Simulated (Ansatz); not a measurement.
Rock-salt NaBr, treated with PBEsol in Ansatz (PAW).

A relaxed, unreconstructed slab of the (100) face has 12 atoms, two equal faces of 17.563 Å² each and an energy of -25292.5137 eV. A bulk cell of 4 atoms with the same orientation and in-plane k mesh has -8430.9433 eV. Energies are extrapolated to zero smearing.

Numerical settings: plane-wave cutoff 500 eV, 6×6×1 k mesh (along the axes of the cell as run), gaussian smearing 0.02 eV, scalar-relativistic PAW data made under PBE.

Worked out: γ = (E_slab − N E_bulk per atom)/2A = [-25292.5137 − 12 × (-8430.9433/4)]/(2 × 17.563) = 0.0090 eV/Å². With 16.022 J/m² per eV/Å² this is 0.14 J/m², or 0.16 eV per surface cell and face.

Ansatz is a program for electronic structure.
